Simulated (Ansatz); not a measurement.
**TiTe2 under changes of volume**

One of the cells (26.760 Å³/atom); the others are scaled copies at fixed shape and fractional positions:

```xyz
3
Lattice="3.7770 0.0000 0.0000 -1.8885 3.2710 0.0000 0.0000 0.0000 6.4980" Properties=species:S:1:pos:R:3 pbc="T T T"
Te    0.0000    2.1807    4.7903
Te    1.8885    1.0903    1.7077
Ti    0.0000    0.0000    0.0000
```

- Program: Ansatz 0.2.0
- Functional: LDA
- Potentials or basis: Ansatz PAW
- Cutoff: 420 eV (not typed: the program's choice for these potentials)
- k mesh: 8 × 8 × 4
- Occupations: fermi-dirac, width 0.05 eV
- Spin: no spin polarisation

```csv
volume (Å³/atom),energy over the lowest point (meV/atom),pressure (GPa),largest force (eV/Å)
25.154,0.00,-0.1,0.221
25.689,2.84,-1.6,0.031
26.225,10.40,-2.9,0.145
26.760,22.18,-4.1,0.310
27.295,37.76,-5.2,0.463
27.830,?,?,?
28.365,78.75,-7.0,0.740
```

Q: What does the run at 27.830 Å³/atom give?

A: Energy over the lowest point 56.73 meV/atom; pressure -6.1 GPa; largest force 0.606 eV/Å.

Worked out: A Birch-Murnaghan fit of order 3 (a polynomial in V^(-2/3)) to the other rows has its minimum at 25.12 Å³/atom, just outside them, with B0 = V·E''(V) = 74 GPa and B' = 4.1 at fixed shape and positions, which overstates the stiffness. It gives 56.73 meV/atom at 27.830 Å³/atom, against the run's 56.73, and -dE/dV = -6.2 GPa, against -6.1.

Energies are extrapolated to zero smearing.

Caveats: the PAW data sets come from PBE, with cores solved anew for the run's functional, which leaves a small shift of forces and pressure.
